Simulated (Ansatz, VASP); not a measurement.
One calculation of CdS, two programs

The input INCAR:

```
SYSTEM = CdS
PREC = Accurate
ENCUT = 520
EDIFF = 1E-6
ISMEAR = 0
SIGMA = 0.05
LREAL = .FALSE.
LASPH = .TRUE.
NELM = 100
ALGO = Normal
ISIF = 2
LWAVE = .FALSE.
LCHARG = .TRUE.
GGA = PE
LELF = .TRUE.
LVHAR = .TRUE.
NBANDS = 16
```

Contents of KPOINTS:

```
Automatic mesh
0
G
  10 10 10
  0 0 0
```

The input POSCAR:

```
CdS
1.0
    0.0000000000      2.9920146331      2.7526534624
    2.9920146331      0.0000000000      2.7526534624
    2.9920146331      2.9920146331      0.0000000000
Cd S
1 1
Direct
    0.0000000000      0.0000000000      0.0000000000
    0.7500000000      0.7500000000      0.7500000000
```

Input for Ansatz:

```yaml
crystal:
  lattice:
    - [0.0, 2.9920146331, 2.7526534624]
    - [2.9920146331, 0.0, 2.7526534624]
    - [2.9920146331, 2.9920146331, 0.0]
  atoms:
    - { symbol: Cd, position: [0.0, 0.0, 0.0] }
    - { symbol: S, position: [0.75, 0.75, 0.75] }
basis:
  ecutwfc: 420
kpoints:
  mp_grid: { grid: [10, 10, 10] }
hamiltonian:
  xc: pbe
scf:
  occupations: { method: gaussian, width: 0.05 }
output:
  forces: true
  stress: true
  eigenvalues: true
  write_density: true
  write_potential: true
  elf: true
  volumetric_format: npy
```

Alike in both runs: task single point; functional PBE; k mesh 10 × 10 × 10; occupations gaussian, width 0.05 eV; no spin polarisation.

|  | VASP | Ansatz |
| --- | --- | --- |
| version | VASP 6.6.1 | Ansatz 0.2.0 |
| potentials or method | VASP PAW PBE potentials, release 64 (Cd, S) | scalar-relativistic, plane waves, PAW |
| plane-wave cutoff (eV) | 520 | 420 |
| valence electrons in the cell | 18 | 26 |

|  | VASP | Ansatz | Ansatz less VASP |
| --- | --- | --- | --- |
| gap on the k mesh at the Fermi level (eV) | 1.02 | 1.01 | -0.006 |
| least direct gap on the mesh (eV) | 1.02 | 1.01 | -0.006 |
| pressure (GPa) | 3.5 | 3.1 | -0.37 |
| largest component of the traceless stress (GPa) | 0.70 | 0.72 | +0.027 |

The functional is the same, so the differences come from potentials, cutoffs and numerics. The two sets of potentials don't hold the same shells in valence.

Expect the measured gap to be larger: semilocal functionals such as PBE lack the derivative discontinuity.
